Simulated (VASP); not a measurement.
The system is HfN.

```
Hf N
1.0
     0.00000    2.25600    2.25600
     2.25600    0.00000    2.25600
     2.25600    2.25600    0.00000
Hf N
1 1
Cartesian
  0.0000 0.0000 0.0000
  2.2560 2.2560 2.2560
```

Base run:

```yaml
Program: VASP 6.6.1
Functional: rSCAN
Potentials_or_basis: VASP PAW PBE potentials, release 64 (Hf_pv, N)
Cutoff: 520 eV
k_mesh: 10 × 10 × 10
Occupations: fermi-dirac, width 0.05 eV
Spin: no spin polarisation
```

Its results: pressure -1.0 GPa.

Q: The run is repeated on the same cell with these changes: functional from rSCAN to r2SCAN; further incar settings from ALGO = Normal; EDIFF = 1e-06 to ALGO = Normal; EDIFF = 1e-06; NBANDS = 14. What comes out?

A: Pressure -0.1 GPa.

Caveats: the PAW data sets were made with another functional, which shifts forces and pressure a little.

Not every run made on this cell is shown here.
